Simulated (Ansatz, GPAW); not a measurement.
# Zn: programs and potentials compared

```
Zn
1.0
     0.00000    1.96478    1.96478
     1.96478    0.00000    1.96478
     1.96478    1.96478    0.00000
Zn
1
Direct
  0.00000 0.00000 0.00000
```

This isn't the form of Zn at room conditions, which is hcp.

Alike in all runs: task single point; functional PBEsol; k mesh 12 × 12 × 12; occupations gaussian, width 0.1 eV; no spin polarisation; no spin-orbit coupling. Pressure is positive in compression and, in plane waves, holds the error of the finite cutoff, which Ansatz's Pulay term estimates and takes out.

| program and potentials | plane-wave cutoff (eV) | notes | band gap (eV) | pressure (GPa) |
| --- | --- | --- | --- | --- |
| Ansatz, Ansatz PAW | 420 | potentials made for PBE, which Ansatz adapts in part; Pulay term of +0.11 GPa included | no gap | -5.21 |
| GPAW, PAW data sets generated for this functional | 600 | - | no gap | -5.42 |
| Ansatz, all-electron LAPW, scalar-relativistic | - | - | no gap | -5.19 |

None finds a gap. The pressure spans -5.42 (GPAW, PAW data sets generated for this functional) to -5.19 GPa (Ansatz, all-electron LAPW, scalar-relativistic), with all-electron results at -5.19.

Differences between rows come from potentials, basis sets and numerical settings, since the functional is the same but for its coding. Runs on potential files found faulty are left out.

All three calculations put this fcc cell under tension, so PBEsol favours a smaller volume than the one supplied. The lattice may have been taken from a functional that binds less tightly, such as PBE, since PBEsol's weaker gradient enhancement of exchange usually shortens metallic bonds.

The missing gap is what zinc's electronic structure leads one to expect. With two valence electrons per atom, an even count could in principle fill whole bands, but the broad 4s and 4p bands overlap and leave partly filled states at the Fermi level. The filled 3d shell lies well below and contributes little to conduction, though its overlap and polarisation affect the equilibrium volume.

The adapted PAW potentials nearly reproduce the all-electron pressure, which suggests that their PBE origin does little harm at this volume. GPAW gives a somewhat stronger tension, perhaps from residual basis-set error or its different data set. A single volume fixes the direction of relaxation, but neither the equilibrium lattice constant nor the bulk modulus.
